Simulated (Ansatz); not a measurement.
The system is HfO2.

```
CELL_PARAMETERS angstrom
0.00000 2.55750 2.55750
2.55750 0.00000 2.55750
2.55750 2.55750 0.00000
ATOMIC_POSITIONS crystal
Hf 0.00000 0.00000 0.00000
O 0.75000 0.75000 0.75000
O 0.25000 0.25000 0.25000
```

Measurements of this composition are mostly on another form, of space group No. 14.

* Program: Ansatz 0.2.0
* Task: relaxation of cell and atoms
* Functional: PBEsol
* Potentials or basis: Ansatz PAW
* Cutoff: 420 eV (not typed: the program's choice for these potentials)
* k mesh: 9 × 9 × 9
* Occupations: fermi-dirac, width 0.05 eV
* Spin: no spin polarisation
* Hubbard terms: Hf d U = 1 eV

At the start: volume 11.15 Å³/atom.

Question: How do energy, volume and symmetry change on relaxing?

Answer: It ends after 7 steps and the volume is 10.75 Å³/atom (-3.6 %); space group Fm-3m (No. 225, to 0.05 Å).

Step by step:
| step | energy change (eV) | largest force (eV/Å) | volume (Å³) |
| --- | --- | --- | --- |
| 1 | 0.0000 | 0.0000 | 33.46 |
| 2 | -0.0393 | 0.0000 | 32.01 |
| 3 | -0.0396 | 0.0000 | 32.31 |
| 4 | -0.0397 | 0.0000 | 32.29 |
| 5 | -0.0340 | 0.0000 | 32.29 |
| 6 | -0.0342 | 0.0000 | 32.26 |
| 7 | -0.0340 | 0.0000 | 32.26 |

Final structure:
```cif
data_structure
_symmetry_space_group_name_H-M 'P 1'
_symmetry_Int_Tables_number 1
_cell_length_a 3.5731
_cell_length_b 3.5731
_cell_length_c 3.5731
_cell_angle_alpha 60.000
_cell_angle_beta 60.000
_cell_angle_gamma 60.000
_cell_volume 32.26
loop_
_atom_site_label
_atom_site_type_symbol
_atom_site_fract_x
_atom_site_fract_y
_atom_site_fract_z
_atom_site_occupancy
Hf1 Hf 0.00000 0.00000 0.00000 1
O1 O 0.75000 0.75000 0.75000 1
O2 O 0.25000 0.25000 0.25000 1
```

Caveat: the plane-wave basis is chosen anew once the cell has moved, so the energies of steps on either side of that aren't comparable; the pressure holds a Pulay correction of +1.0 GPa for the finite cutoff; the PAW data sets come from PBE, with cores solved anew for the run's functional, which leaves a small shift of forces and pressure.
